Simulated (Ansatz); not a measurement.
**Vibrational response of TiAl**

Theory: DFT PBE, scalar-relativistic, plane waves, PAW (Ansatz 0.2.0). Settings: 420 eV plane-wave cutoff, Γ-centred 14×14×10 mesh, Fermi-Dirac smearing of 0.15 eV. No spin polarisation. Phonons by linear response, acoustic sum rule imposed.

Equilibrium structure at this level:
```
CELL_PARAMETERS angstrom
2.82487 0.00000 0.00000
0.00000 2.82487 0.00000
0.00000 0.00000 4.07798
ATOMIC_POSITIONS crystal
Ti 0.00000 0.00000 0.00000
Al 0.50000 0.50000 0.50000
```

In a metal, frequencies and elastic constants depend on the k mesh and the smearing, soft modes and shear constants most.

(1) Is this structure stable against zone-centre distortions?

(2) List the optical modes at Γ (i marks imaginary ones).

## Answers

(1) Yes, at Γ: no optical mode is imaginary. Strains and other wave vectors aren't tested by this run.

(2)
```
frequency (meV) degeneracy
           32.2           2
           37.5           1
```

Cost: 1 run of about 1.1 core-minutes, on AMD EPYC 7R43 (Zen 3) (shared hosts).